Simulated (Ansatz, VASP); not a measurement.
# YRh in two plane-wave programs

One calculation is typed for both programs; each brings its own data sets. How far apart do they land? The two relaxations start from unlike cells of this crystal (the structure described is Ansatz's start), so only their ends are compared.

Main program and level: Ansatz 0.2.0; plane waves, with VASP 6.6.1 beside it; relaxation of cell and atoms at BLYP.

## Step 1: Set-up

It takes space group Pm-3m (No. 221, cubic). Conventional cell: a = 3.407 Å, b = 3.407 Å, c = 3.407 Å, α = 90.00°, β = 90.00°, γ = 90.00°. Nearest to Y lie 8 Rh at 2.95 Å. Nearest to Rh lie 8 Y at 2.95 Å. Farther neighbours are not listed.

Coordinates:

```cif
data_structure
_symmetry_space_group_name_H-M 'P 1'
_symmetry_Int_Tables_number 1
_cell_length_a 3.4070
_cell_length_b 3.4070
_cell_length_c 3.4070
_cell_angle_alpha 90.000
_cell_angle_beta 90.000
_cell_angle_gamma 90.000
_cell_volume 39.55
loop_
_atom_site_label
_atom_site_type_symbol
_atom_site_fract_x
_atom_site_fract_y
_atom_site_fract_z
_atom_site_occupancy
Y1 Y 0.50000 0.50000 0.50000 1
Rh2 Rh 0.00000 0.00000 0.00000 1
```

## Step 2: VASP: relaxation of cell and atoms, BLYP

The relaxed volume is the usual yardstick between codes: in a stiff, nearly cubic crystal its relative difference is about their pressure difference at one cell divided by the bulk modulus.

Lines of VASP's logs that name or quote its potential files are left out, and so is its time.

Contents of INCAR:

```
SYSTEM = YRh
PREC = Accurate
ENCUT = 500
EDIFF = 1E-07
NELM = 120
ISMEAR = 0
SIGMA = 0.1
LREAL = .FALSE.
ALGO = Normal
GGA = B5
ALDAX = 1
AGGAX = 1
AGGAC = 1
ALDAC = 0
NBANDS = 19
LASPH = .TRUE.
LORBIT = 11
LWAVE = .FALSE.
LCHARG = .FALSE.
ISIF = 3
IBRION = 2
NSW = 80
EDIFFG = -0.005
GGA_COMPAT = .FALSE.
NELMIN = 4
KPAR = 2
```

Contents of POSCAR:

```
YRh
1.0
    3.4837284232      0.0000000000      0.0000000000
    0.0000000000      3.4837284232      0.0000000000
    0.0000000000      0.0000000000      3.4837284232
Y Rh
1 1
Direct
    0.5000000000      0.5000000000      0.5000000000
    0.0000000000      0.0000000000      0.0000000000
```

Contents of KPOINTS:

```
Automatic mesh
0
Gamma
10 10 10
0 0 0
```

Potentials, in the order of the species: Y_sv and Rh_pv (PBE family, release 64).

The run is started by

```console
mpirun -np 2 vasp_std
```

Numbers of over 12 decimals in the logs are rounded to 6 here.

What it wrote:

```text
[banner, memory and clock lines left out]
running    2 mpi-ranks, on    1 nodes
 distrk:  each k-point on    1 cores,    2 groups
 distr:  one band on    1 cores,    1 groups

 POSCAR found type information on POSCAR Y Rh
 POSCAR found :  2 types and       2 ions
|                                                                             |
|               ----> ADVICE to this user running VASP <----                  |
|                                                                             |
|     You enforced a specific xc type in the INCAR file but a different       |
|     [... a line on the potential file left out ...]
|     I HOPE YOU KNOW WHAT YOU ARE DOING!                                     |
|                                                                             |

 LDA part: xc-table for (Slater(with rela. corr.)+VWN5), standard interpolation
 POSCAR, INCAR and KPOINTS ok, starting setup
 FFT: planning ... GRIDC
 FFT: planning ... GRID_SOFT
 FFT: planning ... GRID
 WAVECAR not read
 entering main loop
       N       E                     dE             d eps       ncg     rms          rms(c)
DAV:   1     0.200623106171E+03    0.20062E+03   -0.14633E+04  2136   0.135E+03
DAV:   2    -0.623320173651E+01   -0.20686E+03   -0.20265E+03  2346   0.380E+02
DAV:   3    -0.139309692617E+02   -0.76978E+01   -0.76200E+01  3345   0.637E+01
DAV:   4    -0.141456366375E+02   -0.21467E+00   -0.21432E+00  2574   0.750E+00
DAV:   5    -0.141510352935E+02   -0.53987E-02   -0.53978E-02  2855   0.901E-01    0.292E+01
DAV:   6    -0.137153006871E+02    0.43573E+00   -0.18316E+00  2481   0.540E+00    0.237E+01
DAV:   7    -0.138908054842E+02   -0.17550E+00   -0.49096E+00  2172   0.125E+01    0.652E+00
DAV:   8    -0.135603683201E+02    0.33044E+00   -0.20632E+00  2585   0.675E+00    0.148E+00
DAV:   9    -0.135500148298E+02    0.10353E-01   -0.79419E-02  2340   0.185E+00    0.122E+00
DAV:  10    -0.135504362103E+02   -0.42138E-03   -0.52668E-03  2552   0.511E-01    0.605E-01
DAV:  11    -0.135502555106E+02    0.18070E-03   -0.67843E-04  2315   0.202E-01    0.884E-02
DAV:  12    -0.135502611162E+02   -0.56055E-05   -0.54914E-05  2315   0.572E-02    0.140E-02
DAV:  13    -0.135502631989E+02   -0.20827E-05   -0.61376E-06  2891   0.131E-02    0.317E-02
DAV:  14    -0.135502628903E+02    0.30861E-06   -0.26983E-06  2322   0.103E-02    0.291E-03
DAV:  15    -0.135502627903E+02    0.99997E-07   -0.12418E-07  1741   0.230E-03
   1 F= -.13550263E+02 E0= -.13544925E+02  d E =-.135503E+02
 curvature:   0.00 expect dE= 0.000E+00 dE for cont linesearch  0.000E+00
 trial: gam= 0.00000 g(F)=  0.000E+00 g(S)=  0.121E-04 ort = 0.000E+00 (trialstep = 0.100E+01)
 search vector abs. value=  0.121E-04
 bond charge predicted
       N       E                     dE             d eps       ncg     rms          rms(c)
DAV:   1    -0.135508808007E+02   -0.61791E-03   -0.84626E-03  2184   0.804E-01    0.289E-01
DAV:   2    -0.135514313831E+02   -0.55058E-03   -0.18404E-02  2287   0.682E-01    0.456E-01
DAV:   3    -0.135502773729E+02    0.11540E-02   -0.66142E-03  2337   0.386E-01    0.439E-02
DAV:   4    -0.135502608477E+02    0.16525E-04   -0.21013E-04  2791   0.820E-02    0.536E-02
DAV:   5    -0.135502612558E+02   -0.40805E-06   -0.75656E-06  2487   0.167E-02    0.423E-02
DAV:   6    -0.135502629017E+02   -0.16459E-05   -0.18289E-06  2380   0.897E-03    0.184E-02
DAV:   7    -0.135502638648E+02   -0.96318E-06   -0.20383E-06  3442   0.618E-03    0.343E-03
DAV:   8    -0.135502638929E+02   -0.28072E-07   -0.39863E-08  1316   0.105E-03
   2 F= -.13550264E+02 E0= -.13544913E+02  d E =-.110265E-05
 trial-energy change:   -0.000001  1 .order    0.000000   -0.000012    0.000013
 step:   0.5705(harm=  0.4887)  dis= 0.00000  next Energy=   -13.550267 (dE=-0.372E-05)
 bond charge predicted
       N       E                     dE             d eps       ncg     rms          rms(c)
DAV:   1    -0.135503806999E+02   -0.11684E-03   -0.15631E-03  2184   0.345E-01    0.124E-01
DAV:   2    -0.135504763077E+02   -0.95608E-04   -0.31662E-03  2273   0.292E-01    0.195E-01
DAV:   3    -0.135502679696E+02    0.20834E-03   -0.11025E-03  2334   0.165E-01    0.186E-02
DAV:   4    -0.135502654612E+02    0.25085E-05   -0.38180E-05  2800   0.358E-02    0.220E-02
DAV:   5    -0.135502656029E+02   -0.14173E-06   -0.14349E-06  2490   0.738E-03    0.174E-02
DAV:   6    -0.135502659975E+02   -0.39456E-06   -0.31323E-07  2370   0.385E-03    0.729E-03
DAV:   7    -0.135502663083E+02   -0.31085E-06   -0.35013E-07  2769   0.246E-03    0.133E-03
DAV:   8    -0.135502662978E+02    0.10497E-07   -0.14214E-08  1081   0.621E-04
   3 F= -.13550266E+02 E0= -.13544921E+02  d E =-.350754E-05
 curvature:  -0.24 expect dE=-0.105E-06 dE for cont linesearch -0.105E-06
 trial: gam= 0.00000 g(F)=  0.482E-65 g(S)=  0.441E-06 ort =-0.231E-05 (trialstep = 0.914E+00)
 search vector abs. value=  0.441E-06
 reached required accuracy - stopping structural energy minimisation
```

From OUTCAR (step 2):

```text
ion  position               nearest neighbor table
   1  0.500  0.500  0.500-   2 3.02   2 3.02   2 3.02   2 3.02   2 3.02   2 3.02   2 3.02   2 3.02

  LATTYP: Found a simple cubic cell.
 ALAT       =     3.4837284232

 Subroutine GETGRP returns: Found 48 space group operations
 (whereof 48 operations were pure point group operations)

The static configuration has the point symmetry O_h .

 Found     56 irreducible k-points:

   k-points           NKPTS =     56   k-points in BZ     NKDIM =     56   number of bands    NBANDS=     19

   dimension x,y,z NGX =    28 NGY =   28 NGZ =   28
   dimension x,y,z NGXF=    56 NGYF=   56 NGZF=   56

   ENCUT  =  500.0 eV  36.75 Ry    6.06 a.u.   6.35  6.35  6.35*2*pi/ulx,y,z

   NELECT =      26.0000    total number of electrons

 k-points in reciprocal lattice and weights: Automatic mesh
   0.00000000  0.00000000  0.00000000       0.001
   0.10000000  0.00000000  0.00000000       0.006
   0.20000000  0.00000000  0.00000000       0.006
   0.30000000  0.00000000  0.00000000       0.006
   0.40000000  0.00000000  0.00000000       0.006
   0.50000000  0.00000000  0.00000000       0.003
   0.10000000  0.10000000  0.00000000       0.012
   0.20000000  0.10000000  0.00000000       0.024
   0.30000000  0.10000000  0.00000000       0.024
[...]
0.50000000  0.50000000  0.40000000       0.006
   0.50000000  0.50000000  0.50000000       0.001

 average (electrostatic) potential at core
       1 -34.0997       2 -75.2731

 E-fermi :   6.6207

 k-point     1 :       0.0000    0.0000    0.0000
  band No.  band energies     occupation
    ...
      9       3.1518      2.00000
     10       3.1518      2.00000
     11       5.0842      2.00000
     12       5.0842      2.00000
     13       5.0842      2.00000
     14       8.7464      0.00000
     15       8.7464      0.00000
     16      11.9863      0.00000
     17      11.9863      0.00000
     18      11.9863      0.00000
    ...

 k-point     2 :       0.1000    0.0000    0.0000
  band No.  band energies     occupation
    ...
      9       3.2175      2.00000
     10       3.2626      2.00000
     11       5.0673      2.00000
     12       5.0673      2.00000
     13       5.1116      2.00000
     14       8.6136      0.00000
     15       8.7892      0.00000
     16      11.3519      0.00000
     17      11.3519      0.00000
     18      11.9153      0.00000
    ...

 k-point     3 :       0.2000    0.0000    0.0000
  band No.  band energies     occupation
    ...
      9       3.4036      2.00000
     10       3.5567      2.00000
     11       5.0269      2.00000
     12       5.0269      2.00000
     13       5.1856      2.00000
     14       8.2546      0.00000
     15       8.7900      0.00000
     16      10.3663      0.00000
     17      10.3663      0.00000
     18      11.7295      0.00000
    ...

  Total       -0.0024689     -0.0024689     -0.0024689     -0.0000000      0.0000000     -0.0000000
  in kB       -0.0935086     -0.0935086     -0.0935086     -0.0000000      0.0000000     -0.0000000
  external PRESSURE =      -0.0935086 kB  Pullay stress =       0.0000000 kB

  energy-cutoff  :      500.00
  volume of cell :       42.30
      direct lattice vectors                 reciprocal lattice vectors
     3.484349574 -0.000000000  0.000000000     0.286997610  0.000000000  0.000000000
    -0.000000000  3.484349574  0.000000000     0.000000000  0.286997610 -0.000000000
    -0.000000000  0.000000000  3.484349574     0.000000000  0.000000000  0.286997610

 POSITION                                       TOTAL-FORCE (eV/Angst)
 -----------------------------------------------------------------------------------
      1.74217      1.74217      1.74217        -0.000000      0.000000      0.000000
      0.00000      0.00000      0.00000         0.000000     -0.000000      0.000000
 -----------------------------------------------------------------------------------
    total drift:                               -0.000000      0.000000      0.000000

  FREE ENERGIE OF THE ION-ELECTRON SYSTEM (eV)
  ---------------------------------------------------
  free  energy   TOTEN  =       -13.5502662978 eV

  energy  without entropy=      -13.5395761925  energy(sigma->0) =      -13.54492125

 reached required accuracy - stopping structural energy minimisation

 total charge
# of ion       s       p       d       f       tot
--------------------------------------------------
    1        2.264   6.376   0.984   0.046   9.671
    2        0.399   6.122   7.311   0.000  13.832
--------------------------------------------------
tot          2.664  12.498   8.295   0.046  23.503

[... 3 further parts left out ...]
```

CONTCAR:

```
YRh
   1.00000000000000
     3.4843495744747366   -0.0000000000000000    0.0000000000000000
    -0.0000000000000000    3.4843495744747366    0.0000000000000000
    -0.0000000000000000    0.0000000000000000    3.4843495744747366
  Y               Rh
     1     1
Direct
     0.5000000000000000    0.5000000000000000    0.5000000000000000
     0.0000000000000000    0.0000000000000000    0.0000000000000000
```

## Step 3: Ansatz: relaxation of cell and atoms, BLYP

Ansatz runs on its default PAW (the set named soft_2) files.

Its own start cell and the same functional (in two slightly different forms), mesh and smearing now go to Ansatz.

Contents of input.yaml:

```yaml
crystal:
  lattice:
    - [3.407, 0.0, 0.0]
    - [0.0, 3.407, 0.0]
    - [0.0, 0.0, 3.407]
  atoms:
    - { symbol: "Y", position: [0.5, 0.5, 0.5] }
    - { symbol: Rh, position: [0.0, 0.0, 0.0] }
kpoints:
  mp_grid: { grid: [10, 10, 10] }
hamiltonian:
  xc: blyp
scf:
  occupations: { method: gaussian, width: 0.1 }
output:
  forces: true
  stress: true
  eigenvalues: true
basis:
  ecutwfc: 420.0
relax:
  adjacent_minimum: "off"
  f_tol: 0.005
  max_steps: 60
  cell: { stress_tol: 0.03 }
```

The run is started by

```console
ansatz run input.yaml --threads 4 --pin off --max-ram 8192MiB --backend cpu --events-out ev --progress --plain --runs-dir out
```

What it wrote:

```text
Engine: ansatz 0.2.0, aarch64-unknown-linux-gnu
Pseudopotentials: kind: paw
Pseudopotential: Y, paw, valence charge 11, recommended cutoff 420 eV (normal), Y.paw.azcp
Pseudopotential: Rh, paw, valence charge 17, recommended cutoff 420 eV (normal), Rh.paw.azcp
Functional definition: BLYP
  parameter beta = 0.0042
  parameter a = 0.04918
  parameter b = 0.132
  parameter c = 0.2533
  parameter d = 0.349
  exchange = b88_x(beta = beta)
  correlation = lyp_c(a = a, b = b, c = c, d = d)
Crystal: 2 atoms, lattice volume = 39.547 Å³
Basis set: ecut = 420 eV, 751 PW (Γ), exchange–correlation on 48×48×48 points (8 copies of the dense FFT grid, shifted against one another)
Bands: 18, of which v1, the nominal top of the filled ones, is band 14 counted from 1 (13 counted from 0)
Symmetry: 48 space group operations
Space group: Pm-3m (ITA 221), of the structure as read, at distance tolerance 3.4e-5 Å
k-points: 56 of 1000
Non-local potential: Y, projectors of the file, l = 0: 3, l = 1: 2, l = 2: 2, l = 3: 1
Non-local potential: Rh, projectors of the file, l = 0: 3, l = 1: 2, l = 2: 2, l = 3: 1
PAW form: soft (Blöchl's): semilocal exchange-correlation on the pseudo side does not see the compensation charge
PAW frozen core: Y, regenerated for the run's functional, and the local potential with it (the file was generated under x = pbe(κ = 0.804, μ = 0.219515), c = pbe(β = 0.066725))
PAW frozen core: Rh, regenerated for the run's functional, and the local potential with it (the file was generated under x = pbe(κ = 0.804, μ = 0.219515), c = pbe(β = 0.066725))
PAW one-centre angular grid: Y, 590 points (default); XC on 64 Gauss nodes
PAW one-centre angular grid: Rh, 590 points (default); XC on 64 Gauss nodes
Initial density: superposition of atomic densities (neutral atoms: chi_scale 0, normalization atom), corrected by the library's trained network
Initial wavefunctions: pseudopotential atomic-orbital guess
Functional: x = b88, c = lyp
SCF iter   1: F=—  HF=-10280.173254 eV  |F-HF|=—  |Δ(HF+E_count)|=         —  Δρ=1.52e-2  dr2=1.40e-1  ethr=1.77e-3  ⟨swp⟩=4.5  Hψ=4138  notcnv=0
preconditioner: auto → none  [metal: Δε(μ)=0.046 eV  Ē_g=11.578 eV  σ=0.100 eV  W_gap=0.25  n_scr=6 (ndim 8)  ℏωp=25.1 eV  f_vac=0.000  D(μ)=2.07/eV (n_scr^D=18)  sad-step TF]
SCF iter   2: F=—  HF=-10280.166573 eV  |F-HF|=—  |Δ(HF+E_count)|=   6.68e-3  Δρ=9.76e-3  dr2=6.57e-2  ethr=5.01e-4  ⟨swp⟩=1.0  Hψ=1456  notcnv=0
SCF iter   3: F=—  HF=-10280.159705 eV  |F-HF|=—  |Δ(HF+E_count)|=   6.87e-3  Δρ=1.60e-3  dr2=1.18e-3  ethr=2.35e-4  ⟨swp⟩=1.6  Hψ=1046  notcnv=0
SCF iter   4: F=—  HF=-10280.159661 eV  |F-HF|=—  |Δ(HF+E_count)|=   4.45e-5  Δρ=4.60e-4  dr2=5.24e-5  ethr=4.22e-6  ⟨swp⟩=2.0  Hψ=1264  notcnv=0
SCF iter   5: F=—  HF=-10280.159667 eV  |F-HF|=—  |Δ(HF+E_count)|=   5.89e-6  Δρ=4.03e-5  dr2=2.23e-7  ethr=1.87e-7  ⟨swp⟩=2.2  Hψ=1371  notcnv=0
SCF iter   6: F=-10280.159667 eV  HF=-10280.159667 eV  |F-HF|=1.42e-9  |Δ(HF+E_count)|=   1.50e-7  Δρ=4.85e-6  dr2=7.70e-9  ethr=3.57e-10  ⟨swp⟩=5.2  Hψ=4512  notcnv=0
SCF 1 converged in 6 iterations: F = -10280.159667 eV  dr2 = 7.70e-9
  greatest PAW one-centre occupation: 1.000 electrons in one spin orbital (limit 2), on the Rh atom at site 1 (counted from 0), in its partial waves of l = 0
relax step   1: F+E_penalty+E_count = -10280.15966694 eV  Δ(F+E_penalty+E_count) = +0.000e0 eV  max|allowed force component| = 8.875e-30 eV/Å  Δτ_max = 0.0000 Å  P = +7.606 GPa  Ω = 39.547 Å³  (6 SCF iters, dr2 threshold 1.00e-7 eV, accepted)
[...]
relax step   3: F+E_penalty+E_count = -10280.21933975 eV  Δ(F+E_penalty+E_count) = -5.967e-2 eV  max|allowed force component| = 1.183e-30 eV/Å  Δτ_max = 0.0000 Å  P = -0.319 GPa  Ω = 42.379 Å³  energy of the carried Pulay correction = -4.762e-4 eV  (8 SCF iters, accepted)
[...]
relax step   4: F+E_penalty+E_count = -10280.21949441 eV  Δ(F+E_penalty+E_count) = -1.547e-4 eV  max|allowed force component| = 5.916e-31 eV/Å  Δτ_max = 0.0000 Å  P = -0.034 GPa  Ω = 42.257 Å³  energy of the carried Pulay correction = -4.564e-4 eV  (6 SCF iters, dr2 threshold 2.00e-7 eV, accepted)
[...]
relax step   5: F+E_penalty+E_count = -10280.21949824 eV  Δ(F+E_penalty+E_count) = -3.830e-6 eV  max|allowed force component| = 4.273e-30 eV/Å  Δτ_max = 0.0000 Å  P = -0.001 GPa  Ω = 42.243 Å³  energy of the carried Pulay correction = -4.541e-4 eV  (6 SCF iters, dr2 threshold 2.91e-9 eV, accepted)
[...]
relax step   6: F+E_penalty+E_count = -10280.21992806 eV  Δ(F+E_penalty+E_count) = -4.298e-4 eV  max|allowed force component| = 1.578e-30 eV/Å  Δτ_max = 0.0000 Å  P = -0.001 GPa  Ω = 42.243 Å³  stress off target by 5.13e-4 GPa  SCF on the basis re-selected at this cell (its energy is not comparable with the rows above)  (6 SCF iters)
basis re-selected at this cell: Δ(F+E_penalty+E_count) = -4.298e-4 eV, ΔP = +0.000 GPa vs the last step (what re-selecting the basis moved, of the pressure what is left beyond the Pulay correction that the steps carried, after the strain that the cell walked since its last selection, with what the two solves' SCF thresholds leave and, on support functions, any second-order correction that the steps lacked; it is no m [...]
SCF converged after 6 iterations
Free energy (F): -10280.219928 eV
Harris-Foulkes:  -10280.219928 eV  (|F-HF|=1.82e-12)
Internal energy: -10280.209187 eV  (E = F + TS)
E sigma→0 (E₀):  -10280.214558 eV
Entropy (-TS):   -0.010741 eV (-5.371 meV/atom)
Fermi energy:    14.950954 eV
--- Per-component energies (eV) ---
  E_band       = -257.464176
  E_kinetic    = 881.427600
  E_local      = -2664.723848  (includes V_loc(G=0)·N_el)
  E_nonlocal   = 407.380050
  E_hartree    = 957.530994
  E_xc         = -390.536425
  E_vxc        = -470.553150  (∫ρ·V_xc dr)
  E_paw        = -6446.542140  (= ΣΔE_a)
  E_vpaw       = -326.057688  (= ΣTr[D̂ρ^β])
  E_aug_tail   = 0.000815  (compensation charges beyond the density's cutoff)
  E_ewald      = -3024.911881
  E_core_change = 0.165649  (= ΣΔE_core)
  E_smearing   = -0.010741  (= −TS)
  E_closure    = -0.000000  (closes the sum)
  Σ components = -10280.219928   (vs F -10280.219928, Δ=0.00e0)
--- Forces (eV/Å), atoms counted from 1 ---
  atom   1  Y     -0.00000000    -0.00000000     0.00000000
  atom   2  Rh    -0.00000000     0.00000000     0.00000000
  max |Σ_I F_I| component: 3.55e-30 eV/Å
--- Stress (GPa, compression-positive) ---
       -0.000513      -0.000000      -0.000000
       -0.000000      -0.000513      -0.000000
       -0.000000      -0.000000      -0.000513
  P = ⅓ Tr σ = -0.0005 GPa (-0.005 kbar)
--- Band table (eV; the first three rows and the last of 56) ---
  k-point 0: bands = [... 10 lower, 11.4839, 13.4181, 13.4181, 13.4181, 17.0913, 17.0913, 20.3432, 20.3432]
  k-point 1: bands = [... 10 lower, 11.5946, 13.4012, 13.4012, 13.4457, 16.9585, 17.1335, 19.7026, 19.7026]
  k-point 2: bands = [... 10 lower, 11.8885, 13.3607, 13.3607, 13.5199, 16.5997, 17.1309, 18.7135, 18.7135]
  k-point 55: bands = [... 10 lower, 12.6964, 14.1448, 14.1448, 14.1448, 14.3853, 14.3853, 19.4824, 21.1518]
--- Relaxed structure (5 steps of the walk, 4 accepted, 1 SCFs on fresh bases) ---
  F+E_penalty+E_count = -10280.21992806 eV   max|allowed force component| = 1.578e-30 eV/Å   (the final SCF, on the basis selected at the relaxed cell)
  cell:  # Å, volume = 42.2428 Å³
    - [3.482712, 0, 0]
    - [0, 3.482712, 0]
    - [0, 0, 3.482712]
  atoms:
    - { symbol: Y, position: [0.5, 0.5, 0.5] }
    - { symbol: Rh, position: [0, 0, 0] }
```

## Step 4: Differences

Known differences besides the potentials themselves: the data sets hold 28 valence electrons in Ansatz (on its default PAW (the set named soft_2) files) and 26 in VASP; the cutoff is 420 eV in Ansatz and 500 eV in VASP; Ansatz makes its cores anew for this functional, VASP keeps those of its PBE data sets; VASP's log shows a relativistic correction to its local exchange, Ansatz's none; Ansatz adds a Pulay correction to the stress that steers its cell, VASP none. Total energies have different zeros and are not compared.

Compared:

| quantity | Ansatz | VASP | difference |
| --- | --- | --- | --- |
| volume (Å³) | 42.24 | 42.30 | -0.14 % |
| edge a after relaxation, in the typed setting (Å) | 3.483 | 3.484 | -0.05 % |

## Step 5: Results

| Quantity | Value |
| --- | --- |
| difference in volume (relaxation of cell and atoms, BLYP) | -0.14 % |

What this shows: The difference in volume is -0.14 % (relaxation of cell and atoms, BLYP), within the 1.2 % picked in this series as the mark of a large difference, as far as the stopping tolerances let one tell. The data sets hold unlike numbers of valence electrons (28 in Ansatz and 26 in VASP), so part of the differences comes from the potentials. 1 further run of this series is not shown here. Such differences can come from data sets, numerical settings and the points named under the comparisons, not from the functional's error against experiment.

[Lines on the potential files, build, host, timing and source positions are cut from VASP's logs without a mark.]

[Logs are printed without paths, hosts, clocks, repeated set-up lines and the standing remarks that a program may print on its own settings, such as how far it seeks lower states.]

[Hosts, paths, dates, database ids (printed as entryN), source tags and the programs' standing remarks are cut or masked in the printed files.]
